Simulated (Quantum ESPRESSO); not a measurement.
The system is KCl.

```
K Cl
1.0
     3.83920    0.00000    0.00000
     0.00000    3.83920    0.00000
     0.00000    0.00000    3.83920
K Cl
1 1
Cartesian
  0.0000 0.0000 0.0000
  1.9196 1.9196 1.9196
```

Measurements of this composition are mostly on another form, of space group No. 225.

Base run:

| Quantity | Value |
| --- | --- |
| Program | Quantum ESPRESSO 7.5 |
| Functional | PBEsol |
| Potentials or basis | GBRV 1.5 PBEsol |
| Cutoff | 612 eV |
| Density cutoff | 4898 eV |
| k mesh | 7 × 7 × 7 |
| Occupations | fermi-dirac, width 0.05 eV |
| Spin | no spin polarisation |

Its results: band gap on the k mesh 4.64 eV, indirect (least direct gap 4.83 eV); pressure -1.6 GPa.

The run is repeated on the same cell with these changes: functional from PBEsol to LDA; potentials or basis from GBRV 1.5 PBEsol to GBRV 1.5 LDA. What comes out?

Band gap on the k mesh 4.38 eV, indirect (least direct gap 4.57 eV); pressure -3.4 GPa.

Caveats: some levels on the path didn't converge.
